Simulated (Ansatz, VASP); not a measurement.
## Two plane-wave programs on Ag

The input INCAR:

```
SYSTEM = Ag
PREC = Accurate ; ENCUT = 600
EDIFF = 1E-6 ; ISMEAR = -1
SIGMA = 0.05 ; LREAL = .FALSE.
LASPH = .TRUE. ; NELM = 80
ALGO = Normal ; ISIF = 3
LWAVE = .FALSE. ; LCHARG = .FALSE.
GGA = PE ; IBRION = 2
NSW = 40 ; EDIFFG = -0.005
```

The input KPOINTS:

```
Automatic mesh
0
G
  11 11 11
  0 0 0
```

POSCAR

```
Ag
1.0
    0.0000000000      2.0427500000      2.0427500000
    2.0427500000      0.0000000000      2.0427500000
    2.0427500000      2.0427500000      0.0000000000
Ag
1
Direct
    0.0000000000      0.0000000000      0.0000000000
```

The input input.yaml:

```yaml
crystal:
  lattice:
    - [0.0, 2.04275, 2.04275]
    - [2.04275, 0.0, 2.04275]
    - [2.04275, 2.04275, 0.0]
  atoms:
    - { symbol: Ag, position: [0.0, 0.0, 0.0] }
hamiltonian:
  xc: pbe
  pseudopotentials: { kind: paw }
kpoints:
  mp_grid: { grid: [11, 11, 11] }
scf:
  occupations: { method: fermi_dirac, width: 0.05 }
output:
  forces: true
  stress: true
relax:
  f_tol: 0.01
  max_steps: 40
  cell: { stress_tol: 0.05 }
```

Alike in both runs: task relaxation of cell and atoms; functional PBE; k mesh 11 × 11 × 11; occupations fermi-dirac, width 0.05 eV; no spin polarisation.

```csv
,VASP,Ansatz
version,VASP 6.6.1,Ansatz 0.2.0
potentials or method,"VASP PAW PBE potentials, release 64 (Ag)",Ansatz PAW
plane-wave cutoff (eV),600,420
valence electrons in the cell,11,19
```

VASP gave:

```
relaxed volume (Å³/atom)                                     : 17.77
relaxed cell length with the largest relative difference (Å) : 2.929
energy change over the relaxation (meV/atom)                 : -9
```

**Question.** Estimate Ansatz's values.

**Answer.** Relaxed volume (Å³/atom): 17.80; relaxed cell length with the largest relative difference (Å): 2.931; energy change over the relaxation (meV/atom): -10.

The two sets of potentials don't hold the same shells in valence.

Caveats: the plane-wave basis is chosen anew once the cell has moved, so the energies of steps on either side of that aren't comparable (Ansatz). PBE usually gives volumes a little too large and moduli too small. Zero-point motion and thermal expansion aren't in these numbers.
